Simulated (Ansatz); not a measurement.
The system is Ir.

```
Ir
1.0
     2.75138    0.00000    0.00000
    -1.37569    2.38276    0.00000
     0.00000    0.00000    4.46229
Ir
2
Direct
  0.33333 0.66667 0.25000
  0.66667 0.33333 0.75000
```

This isn't the form of Ir at room conditions, which is fcc.

| Quantity | Value |
| --- | --- |
| Program | Ansatz 0.2.0 |
| Task | relaxation of cell and atoms |
| Functional | revPBE |
| Dispersion | D3(BJ) |
| Potentials or basis | Ansatz PAW |
| Cutoff | 420 eV (not typed: the program's choice for these potentials) |
| k mesh | 11 × 11 × 6 |
| Occupations | fermi-dirac, width 0.05 eV |
| Spin | no spin polarisation |

At the start: volume 14.63 Å³/atom.

How do energy, volume and symmetry change on relaxing?

It ends after 5 steps and the volume is 14.06 Å³/atom (-3.9 %); space group P6_3/mmc (No. 194, to 0.05 Å).

Step by step:
| step | energy change (eV) | largest force (eV/Å) | volume (Å³) |
| --- | --- | --- | --- |
| 1 | 0.0000 | 0.0000 | 29.25 |
| 2 | -0.0500 | 0.0000 | 28.30 |
| 3 | -0.0516 | 0.0000 | 28.10 |
| 4 | -0.0516 | 0.0000 | 28.11 |
| 5 | -0.0508 | 0.0000 | 28.11 |

Final structure:
```
CELL_PARAMETERS angstrom
2.71521 0.00000 0.00000
-1.35761 2.35144 0.00000
0.00000 0.00000 4.40304
ATOMIC_POSITIONS crystal
Ir 0.33333 0.66667 0.25000
Ir 0.66667 0.33333 0.75000
```

Caveat: the plane-wave basis is chosen anew once the cell has moved, so the energies of steps on either side of that aren't comparable; pairwise dispersion overbinds metals, which lowers pressure and volume; the PAW data sets come from PBE, with cores solved anew for the run's functional, which leaves a small shift of forces and pressure.
